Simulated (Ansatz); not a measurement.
The system is AgBr.

```
CELL_PARAMETERS angstrom
0.00000 2.87015 2.87015
2.87015 0.00000 2.87015
2.87015 2.87015 0.00000
ATOMIC_POSITIONS crystal
Ag 0.00000 0.00000 0.00000
Br 0.50000 0.50000 0.50000
```

Program: Ansatz 0.2.0. Alike in all runs: task band structure; potentials or basis Ansatz PAW; no spin polarisation; cell as given; k mesh 8 × 8 × 8; cutoff (eV) 420; smearing fermi-dirac 0.05 eV.

Question: Order these runs on this cell by their band gap on the k mesh, lowest first.
A. level LDA
B. level LDA+U; U Ag d U = 1 eV; hubbard projectors ortho-atomic (the default); double counting fll (the default)
C. level PBEsol+U; U Ag d U = 3.5 eV; hubbard projectors ortho-atomic (the default); double counting fll (the default)

Answer: A (0.38 eV), B (0.55 eV), C (1.04 eV).

Runs at the PBE level aren't shown here.
